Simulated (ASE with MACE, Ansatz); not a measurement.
# Adsorption of WF6 on Ru(0001): energy and structure

How much energy does the adsorption of WF6 on Ru(0001) release or cost, and how far does that hang on the level of theory?

Calculated with Ansatz 0.2.0: Kohn-Sham DFT, PBE+D3(BJ), PAW (set soft_2), plane waves; cutoff 420 eV, fermi-dirac smearing of 0.1 eV (for the slabs). Every cell is relaxed with this functional, then solved at fixed geometry with r2SCAN+D4 and PBE. Cutoffs: 420 eV for PBE+D3(BJ) and PBE; 500 eV for r2SCAN+D4.

**The cells**

The cell holds 36 atoms: 36 Ru. Cell: a = 8.160 Å, b = 8.160 Å, c = 22.435 Å, α = 90.0°, β = 90.0°, γ = 60.0°. It derives from Ru (Ru(0001)). The starting structure: Hcp Ru(0001), 3 x 3 cells, four layers (lattice constants typed as starting values near PBE's), about 15 Å of vacuum, lower atoms held. Vacuum lies along c. 18 atoms are held.

- WF6 on Ru(0001): one whole molecule of WF6 lowered over a top site, eased by MACE.

Molecules sit alone in boxes of 14 to 15 Å, at Γ at every level, with a smearing of 0.01 eV.

The input of the single point on the relaxed bare surface:

```yaml
crystal:
  lattice:
    - [8.16, 0.0, 0.0]
    - [4.08, 7.06677, 0.0]
    - [0.0, 0.0, 22.435]
  atoms:
    - { symbol: Ru, position: [0.88889, 0.22222, 0.04457] }
    - { symbol: Ru, position: [0.22222, 0.22222, 0.04457] }
    - { symbol: Ru, position: [0.55556, 0.22222, 0.04457] }
    - { symbol: Ru, position: [0.88889, 0.55556, 0.04457] }
    [... 30 atom lines left out ...]
    - { symbol: Ru, position: [0.33333, 0.66667, 0.32649] }
    - { symbol: Ru, position: [0.66667, 0.66667, 0.32649] }
kpoints:
  mp_grid: { grid: [3, 3, 1] }
hamiltonian:
  xc: pbe
  dispersion: d3bj
scf:
  occupations: { method: fermi_dirac, width: 0.1 }
output:
  forces: true
  populations: true
  dos:
    method: { smearing: { sigma: 0.08 } }
    de: 0.1
    projected:
      site_lists:
        Ru: [Ru]
        slab: [... 36 sites ...]
  eigenvalues: true
  write_density: true
  write_potential: true
  volumetric_format: npy
```

| cell | formula | k-mesh | relaxation steps | gain on relaxing (eV) | free energy, PBE+D3(BJ) (eV) | time of its runs on this page |
| --- | --- | --- | --- | --- | --- | --- |
| Ru(0001) | Ru36 | 3×3×1 | 4 | 0.22 | -211630.513 | 15 s |
| WF6 on Ru(0001) | Ru36WF6 | 3×3×1 | 8 | 0.52 | -226868.547 | 25 s |
| WF6 | WF6 | 1×1×1 | 4 | 0.11 | -15237.513 | 9.2 s |

**Reaction energies**

Products less reactants, from the free energies above and their like at the other levels, in eV; negative values release energy:

| change | PBE+D3(BJ) | r2SCAN+D4 | PBE |
| --- | --- | --- | --- |
| adsorption of WF6 | -0.52 | -0.42 | -0.03 |

Worked for the first row at PBE+D3(BJ): (-226868.547) − (-211630.513) − (-15237.513) = -0.521 eV (from unrounded energies).

**What the relaxations did**

Bonds are pairs closer than 1.18 times the sum of covalent radii; a bond counts as made or broken only if it crosses from under that bound to over 1.3 times, or back. All concern the added atoms.

| cell | bonds to the surface at the end | nearest contact (Å) | made in DFT | broken in DFT | largest move (Å) |
| --- | --- | --- | --- | --- | --- |
| WF6 on Ru(0001) | none | F–Ru 3.31 | none | none | 0.58 |

**Findings**

The change releases 0.52 eV at PBE+D3(BJ). The molecule stays whole, with no bond to the surface by this rule. At the same geometries the levels give -0.52 (PBE+D3(BJ)) to -0.03 eV (PBE) and the D3 term supplies -0.49 eV of it.

Limits: These are static energies with no barriers, zero-point energy or heat. Where a gas molecule is taken up, its entropy is lost, which at room temperature and above is worth several tenths of an eV to over 1 eV a molecule and isn't counted. All slabs, the starting one too, were first eased by a machine-learned potential, and one starting arrangement a cell was relaxed; others may lie lower. Only one face is changed, and the cells carry no dipole correction. Levels with D3 or D4 differ in the size of their dispersion terms as well as in the functional. Pairwise D3 takes no account of screening in a metal. In some runs the program notes that positions were snapped to a detected symmetry and the exchange-correlation potential is rough where the density is thin.

[Logs are printed without paths, hosts, clocks, repeated set-up lines and the standing remarks that a program may print on its own settings, such as how far it seeks lower states.]

[Hosts, paths, dates, database ids (printed as entryN), source tags and the programs' standing remarks are cut or masked in the printed files.]
